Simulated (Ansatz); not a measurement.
# C5H6 (cyclopentadiene), step by step

We compute a single-point energy (HF/def2-SV(P)), then a single-point energy (CASCI(10,8)/def2-SV(P)), then the energy (CCSD(T)/def2-SV(P)) of C5H6 (cyclopentadiene). 

The calculation is run with Ansatz 0.2.0.

7 further runs of the same task are left out: 7 for a known fault of the program.

### Step 1. Starting point

C5H6 has 11 atoms, charge 0, and is taken as a singlet. SMILES: `C1=CCC=C1`. The shape is that of a PBE0-D4/def2-TZVP optimisation.

Bond lengths: C1–C2 1.342 Å, C2–C3 1.493 Å, C3–C4 1.493 Å, C1–C5 1.460 Å, C4–C5 1.342 Å, C1–H6 1.082 Å, C2–H7 1.081 Å, C3–H8 1.098 Å, C3–H9 1.098 Å, C4–H10 1.081 Å, C5–H11 1.082 Å. Some angles: C1–C2–C3 109.1°, C2–C1–C5 109.2°, C2–C3–C4 103.4°, C3–C4–C5 109.1°, C1–C5–C4 109.2°, C1–C2–H7 126.8°, C3–C2–H7 124.1°, C2–C1–H6 126.1°, C5–C1–H6 124.7°, C2–C3–H8 112.0°.

### Step 2. A single-point energy at HF/def2-SV(P) (run 1)

input.yaml

```yaml
crystal:
  periodic: [false, false, false]
  atoms:
    - {symbol: C, position_ang: [-1.190900, 0.435600, -0.253200]}
    - {symbol: C, position_ang: [-0.728000, 0.015400, 0.934400]}
    - {symbol: C, position_ang: [0.696000, -0.404800, 0.781800]}
    - {symbol: C, position_ang: [0.975900, -0.162000, -0.664000]}
    - {symbol: C, position_ang: [-0.129400, 0.325400, -1.248800]}
    - {symbol: H, position_ang: [-2.189500, 0.800700, -0.455900]}
    - {symbol: H, position_ang: [-1.275300, -0.023600, 1.866100]}
    - {symbol: H, position_ang: [0.845500, -1.456900, 1.058000]}
    - {symbol: H, position_ang: [1.366100, 0.173100, 1.432000]}
    - {symbol: H, position_ang: [1.927600, -0.357200, -1.138600]}
    - {symbol: H, position_ang: [-0.232600, 0.597500, -2.291400]}
basis:
  gaussian: {orbitals: def2-SV_P_.json}
output: {orbitals: {seedname: orbitals}}
hamiltonian: {xc: hf}
```

The basis set def2-SV(P) is read from a file made from the Basis Set Exchange's data (not shown).

On the command line:

```console
$ ansatz run input.yaml --threads 1 --pin off --max-ram 2610MiB --events-out events.jsonl --progress --plain --runs-dir runs
```

The log of the run:

```text
Warning: RAYON_NUM_THREADS=1 ignored (pool sized by the plan → 1); use --threads N
Functional definition: HF
  name "HF"
  exchange = exact_x
  correlation = 0
925 factors; integrals over basis functions are off by at most 8.7e-4 eV
mean field evaluation 1: about -5237.8129 eV, gradient 3.0e1 eV
mean field evaluation 2: about -5238.8318 eV, gradient 3.0e1 eV
mean field evaluation 4: about -5241.7748 eV, gradient 3.6e0 eV
mean field evaluation 8: about -5241.8447 eV, gradient 2.2e-1 eV
mean field -5241.84498472 eV, -192.6342501385 hartree, gradient 1.7e-5 eV, S^2 0.000000; 0 other end points of the search recorded, 0 dependent functions left out
reference -5241.84498472 eV, -192.6342501385 hartree; 18, 18 occupied and 64, 64 virtual orbitals, 925 factors
Total energy: -5241.84498472 eV, -192.6342501385 hartree
```

Run time: 0.81 s. Hardware: 1 thread of AMD EPYC 7B13 (Zen 3), shared host; peak memory 0.14 GiB.

### Step 3. A single-point energy at CASCI(10,8)/def2-SV(P) (run 2)

molecule.yaml

```yaml
basis:
  gaussian:
    orbitals: def2-SV_P_.json
crystal:
  periodic: [false, false, false]
  atoms:
    - {symbol: C, position_ang: [-1.190900, 0.435600, -0.253200]}
    - {symbol: C, position_ang: [-0.728000, 0.015400, 0.934400]}
    - {symbol: C, position_ang: [0.696000, -0.404800, 0.781800]}
    - {symbol: C, position_ang: [0.975900, -0.162000, -0.664000]}
    - {symbol: C, position_ang: [-0.129400, 0.325400, -1.248800]}
    - {symbol: H, position_ang: [-2.189500, 0.800700, -0.455900]}
    - {symbol: H, position_ang: [-1.275300, -0.023600, 1.866100]}
    - {symbol: H, position_ang: [0.845500, -1.456900, 1.058000]}
    - {symbol: H, position_ang: [1.366100, 0.173100, 1.432000]}
    - {symbol: H, position_ang: [1.927600, -0.357200, -1.138600]}
    - {symbol: H, position_ang: [-0.232600, 0.597500, -2.291400]}
magnetization:
  spin_polarized: false
  initial_magnetization: 0
correlation:
  active_space:
    window: {electrons: 10, orbitals: 8}
    shells: [{species: C, l: p, shell: 2}]
    fixed_orbitals: true
```

The basis set def2-SV(P) is read from a file made from the Basis Set Exchange's data (not shown).

On the command line:

```console
$ ansatz run molecule.yaml --threads 1 --pin off --max-ram 2610MiB --events-out events.jsonl --progress --plain --runs-dir runs
```

The log of the run:

```text
Warning: RAYON_NUM_THREADS=1 ignored (pool sized by the plan → 1); use --threads N
[... 4 set-up lines as earlier in the session ...]
925 factors; integrals over basis functions are off by at most 8.7e-4 eV
mean field evaluation 1: about -5237.8129 eV, gradient 3.0e1 eV
mean field evaluation 2: about -5238.8318 eV, gradient 3.0e1 eV
mean field evaluation 4: about -5241.7748 eV, gradient 3.6e0 eV
mean field evaluation 8: about -5241.8447 eV, gradient 2.2e-1 eV
mean field evaluation 16: about -5241.8450 eV, gradient 2.0e-6 eV
mean field -5241.84498472 eV, -192.6342501385 hartree, gradient 2.0e-6 eV, S^2 0.000000; 0 other end points of the search recorded, 0 dependent functions left out
reference -5241.84498472 eV, -192.6342501385 hartree; 18, 18 occupied and 64, 64 virtual orbitals, 925 factors
state -5243.28019447 eV, -192.6869931239 hartree
Total energy: -5243.28019447 eV, -192.6869931239 hartree
```

Wall time 0.89 s (1 thread of AMD EPYC 7B13 (Zen 3), shared host); peak memory 0.14 GiB.

### Step 4. The energy at CCSD(T)/def2-SV(P) (run 11)

run.yaml

```yaml
crystal:
  periodic: [false, false, false]
  atoms:
    - {symbol: C, position_ang: [-1.190900, 0.435600, -0.253200]}
    - {symbol: C, position_ang: [-0.728000, 0.015400, 0.934400]}
    - {symbol: C, position_ang: [0.696000, -0.404800, 0.781800]}
    - {symbol: C, position_ang: [0.975900, -0.162000, -0.664000]}
    - {symbol: C, position_ang: [-0.129400, 0.325400, -1.248800]}
    - {symbol: H, position_ang: [-2.189500, 0.800700, -0.455900]}
    - {symbol: H, position_ang: [-1.275300, -0.023600, 1.866100]}
    - {symbol: H, position_ang: [0.845500, -1.456900, 1.058000]}
    - {symbol: H, position_ang: [1.366100, 0.173100, 1.432000]}
    - {symbol: H, position_ang: [1.927600, -0.357200, -1.138600]}
    - {symbol: H, position_ang: [-0.232600, 0.597500, -2.291400]}
basis:
  gaussian: {orbitals: def2-SV_P_.json}
correlation: {method: ccsd_t}
```

The basis set def2-SV(P) is read from a file made from the Basis Set Exchange's data (not shown).

On the command line:

```console
$ ansatz run run.yaml --threads 1 --pin off --max-ram 2610MiB --events-out events.jsonl --progress --plain --runs-dir runs
```

The log of the run:

```text
Warning: RAYON_NUM_THREADS=1 ignored (pool sized by the plan → 1); use --threads N
[... 4 set-up lines as earlier in the session ...]
925 factors; integrals over basis functions are off by at most 8.7e-4 eV
mean field evaluation 1: about -5237.8129 eV, gradient 3.0e1 eV
mean field evaluation 2: about -5238.8318 eV, gradient 3.0e1 eV
mean field evaluation 4: about -5241.7748 eV, gradient 3.6e0 eV
mean field evaluation 8: about -5241.8447 eV, gradient 2.2e-1 eV
mean field evaluation 16: about -5241.8450 eV, gradient 2.0e-6 eV
mean field -5241.84498472 eV, -192.6342501385 hartree, gradient 2.0e-6 eV, S^2 0.000000; 0 other end points of the search recorded, 0 dependent functions left out; unrestricted orbitals would lower it
5 core orbitals not correlated: weight in the atoms' cores, before any rotation towards them, 1.000 or more for the frozen orbitals, at most 0.000 for the correlated occupied ones
reference -5241.84498472 eV, -192.6342501385 hartree; 13, 13 occupied and 64, 64 virtual orbitals, 925 factors
second order -16.89859593 eV of doubles, -0.00000000 eV of singles
cycle   1  -17.41047756 eV  change   -5.1e-1 eV  update   9.8e-2
cycle   2  -17.93360169 eV  change   -5.2e-1 eV  update   3.1e-2
cycle   3  -18.04216998 eV  change   -1.1e-1 eV  update   1.4e-2
cycle   4  -18.04464958 eV  change   -2.5e-3 eV  update   4.2e-3
cycle   5  -18.04678915 eV  change   -2.1e-3 eV  update   1.5e-3
cycle   6  -18.04664560 eV  change    1.4e-4 eV  update   4.2e-4
cycle   7  -18.04653397 eV  change    1.1e-4 eV  update   1.5e-4
cycle   8  -18.04656570 eV  change   -3.2e-5 eV  update   6.4e-5
cycle   9  -18.04655426 eV  change    1.1e-5 eV  update   2.6e-5
perturbative correction -0.71289023 eV, -0.0261982326 hartree
Total energy: -5260.60442921 eV, -193.3236470077 hartree
```

It took 6 s on 1 thread of AMD EPYC 7B13 (Zen 3), shared host; peak memory 0.3 GiB.

### Step 5. Outcome

| quantity | value |
| --- | --- |
| run 1, HF/def2-SV(P): total energy | -192.63425 Eh |
| run 1, HF/def2-SV(P): HOMO energy | -8.44 eV |
| run 1, HF/def2-SV(P): LUMO energy | 3.45 eV |
| run 1, HF/def2-SV(P): HOMO–LUMO gap | 11.89 eV |
| run 2, CASCI(10,8)/def2-SV(P): total energy | -192.68699 Eh |
| run 11, CCSD(T)/def2-SV(P): total energy | -193.32365 Eh |
| run 11, CCSD(T)/def2-SV(P): correlation energy (5 core orbitals frozen) | -689.4 mEh |
| run 11, CCSD(T)/def2-SV(P): (T) correction | -26.20 mEh |
| run 11, CCSD(T)/def2-SV(P): T1 diagnostic | 0.011 |

In words: The restricted solution (run 11, CCSD(T)/def2-SV(P)) is unstable to spin breaking: an unrestricted one lies lower. The triples (run 11, CCSD(T)/def2-SV(P)) make up 3.8 % of the correlation energy.
